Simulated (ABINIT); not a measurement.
Here is an ABINIT 10.8.3 (patched build) calculation.

The input run.abi:

```
# Pseudopotentials
pp_dirpath "./"
pseudos "Nb.GGA_PBE-JTH.xml, As.GGA_PBE-JTH.xml"

# Structure
acell 3*1.0
rprim
    -3.2613838322     3.2613838322    11.0360005678
     3.2613838322    -3.2613838322    11.0360005678
     3.2613838322     3.2613838322   -11.0360005678
ntypat 2
znucl 41 33
natom 4
typat 1 1 2 2
xcart
     0.0000000000     3.2613838322     0.0000000000
     0.0000000000     0.0000000000    16.5540008517
     0.0000000000     3.2613838322     9.1819524724
     0.0000000000     0.0000000000     3.6639521885

# Plane-wave basis
ecut 16.0
pawecutdg 32.0

# k points
kptopt 1
ngkpt 9 9 9
nshiftk 1
shiftk 0.0 0.0 0.0

# Exchange and correlation
ixc -116133

# Bands and occupations
nband 34
occopt 3
tsmear 0.00183747

# SCF cycle
nstep 100
tolvrs 1.0e-9

# Output
iomode 3
prtwf 0
prtden 0
prteig 0
prtebands 0
enunit 2
```

Potentials or basis: JTH PAW PBE v2.0.

Launch:

```console
$ abinit run.abi > log 2>&1
```

Question: What does it give for the band gap on the k mesh?

Answer: None (metal or under the smearing width).

Question: What does it give for the pressure?

Answer: -2.5 GPa.

Question: Estimate the largest force.

Answer: 0.287 eV/Å.

Stress tensor (GPa, compression positive):
```
-2.94  0.00  0.00
 0.00 -2.94  0.00
 0.00  0.00 -1.74
```

Caveat: the PAW data sets were made with another functional, which shifts forces and pressure a little.
